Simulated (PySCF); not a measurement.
**How good is the calculation?**

Atoms are numbered as in `[CH:1]#[C:2][c:3]1[cH:4][cH:5][cH:6][cH:7][cH:8]1`; H(Xn) means a hydrogen on atom n.

Published estimates (parent shift plus substituent increments) and measurements: δ 13C C4/C8 132.1; C6 128.2; C5/C7 128.1; δ 1H H(C4)/H(C8) 7.50; H(C5)/H(C7) 7.33; H(C6) 7.33 ppm (estimated from measurements, as parent shift plus tabulated substituent increment; solution, not stated per compound (mostly CDCl3 or CCl4); Pretsch, Buehlmann, Badertscher, Structure Determination of Organic Compounds, 4th ed. (2009)).

[PySCF 2.14.0 with density-fitted response routines: GFN2-xTB structure; GIAO PBE0/pcSseg-1 shieldings; single conformer; no solvent model; no relativistic terms; averaged over atoms made equivalent by symmetry, fast rotation or ring inversion]

Q: Set the calculated values beside the experiment.

A: 
Reference values: estimated from measurements, as parent shift plus tabulated substituent increment (solution, not stated per compound (mostly CDCl3 or CCl4); Pretsch, Buehlmann, Badertscher, Structure Determination of Organic Compounds, 4th ed. (2009)).
```
      atoms  quantity  reference  computed  computed, scaled
      C4/C8     δ 13C      132.1     139.6             134.4
         C6     δ 13C      128.2     134.0             128.9
      C5/C7     δ 13C      128.1     133.8             128.6
H(C4)/H(C8)      δ 1H       7.50      7.90              7.55
H(C5)/H(C7)      δ 1H       7.33      7.63              7.30
      H(C6)      δ 1H       7.33      7.61              7.28
```

Computed shifts are σ(ref) − σ with the named reference compound (TMS for H and C) calculated as an isolated molecule at the same level. The measured values may be among those fitted. Empirical linear scaling, fitted to shifts measured mostly in CDCl3 for H and C (δ vs TMS): 13C: δ = 180.61 − 0.978σ (rms 2.1 ppm, 210 shifts, 2.3 ppm with the 2 outliers that the fit left out); 1H: δ = 30.01 − 0.943σ (rms 0.16 ppm, 131 shifts, 0.17 ppm with the 2 outliers that the fit left out). A few per cent of atoms miss by over 2 rms, more outside the fitted compound classes.

Q: How far are the unscaled 13C shifts from the references?

A: Mean signed difference +6.33 ppm, mean absolute 6.33 ppm over 3 comparisons; the largest is +7.5 ppm at C4/C8 (aromatic CH).

Q: How far are the unscaled 1H shifts from the references?

A: Mean signed difference +0.33 ppm, mean absolute 0.33 ppm over 3 comparisons; the largest is +0.40 ppm at H(C4)/H(C8) (hydrogen on an aromatic CH).
